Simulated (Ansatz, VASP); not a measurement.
**One calculation of NbH2, two programs**

```
CELL_PARAMETERS angstrom
0.00000 2.25898 2.25898
2.25898 0.00000 2.25898
2.25898 2.25898 0.00000
ATOMIC_POSITIONS crystal
Nb 0.00000 0.00000 0.00000
H 0.25000 0.25000 0.25000
H 0.75000 0.75000 0.75000
```

Alike in both runs: functional PBEsol; k mesh 16 × 16 × 16; occupations gaussian, width 0.1 eV; no spin polarisation.

Ansatz relaxed the structure, and its values are those at the end. VASP's run is a single point on that final structure, the one shown.

```csv
,VASP,Ansatz
version,VASP 6.6.1,Ansatz 0.2.0
potentials or method,"VASP PAW PBE potentials, release 64 (Nb_sv, H)","scalar-relativistic, plane waves, PAW"
plane-wave cutoff (eV),520,420
valence electrons in the cell,15,15
```

VASP gave:

| Property | Result |
| --- | --- |
| gap on the k mesh at the Fermi level (eV) | none |
| pressure (GPa) | -0.5 |

Problem. Estimate Ansatz's values.

Solution. gap on the k mesh at the Fermi level (eV): none; pressure (GPa): 0.0.

A gap of «none» marks a metal or a gap that the smearing closes.

Caveats: the PAW data sets were made with another functional, which shifts forces and pressure a little (VASP).
